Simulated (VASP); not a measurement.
Crystal: Na2S.

```
CELL_PARAMETERS angstrom
0.00000 3.24915 3.24915
3.24915 0.00000 3.24915
3.24915 3.24915 0.00000
ATOMIC_POSITIONS crystal
Na 0.25000 0.25000 0.25000
Na 0.75000 0.75000 0.75000
S 0.00000 0.00000 0.00000
```

The cell comes from a database or a generator and needn't be the stable form of this composition.

* Program: VASP 6.6.1
* Task: relaxation of cell and atoms
* Functional: PBE
* Potentials or basis: VASP PAW PBE potentials, release 64 (Na_pv, S)
* Cutoff: 600 eV
* k mesh: 6 × 6 × 6
* Occupations: gaussian, width 0.02 eV
* Spin: no spin polarisation

At the start: pressure 1.0 GPa; volume 22.87 Å³/atom.

**Question.** How do energy, volume and symmetry change on relaxing?

**Answer.** Over 3 steps the energy falls by 2.3 meV/atom and the volume is 23.68 Å³/atom (+3.5 %); space group Fm-3m (No. 225, to 0.05 Å).

Step by step:
```
step  energy change (eV)  largest force (eV/Å)  pressure (GPa)  volume (Å³)
   1              0.0000                0.0000            1.00        68.60
   2             -0.0060                0.0000            0.40        70.03
   3             -0.0070                0.0000           -0.02        71.03
```

Final structure:
```
CELL_PARAMETERS angstrom
0.00000 3.28699 3.28699
3.28699 0.00000 3.28699
3.28699 3.28699 0.00000
ATOMIC_POSITIONS crystal
Na 0.25000 0.25000 0.25000
Na 0.75000 0.75000 0.75000
S 0.00000 0.00000 0.00000
```
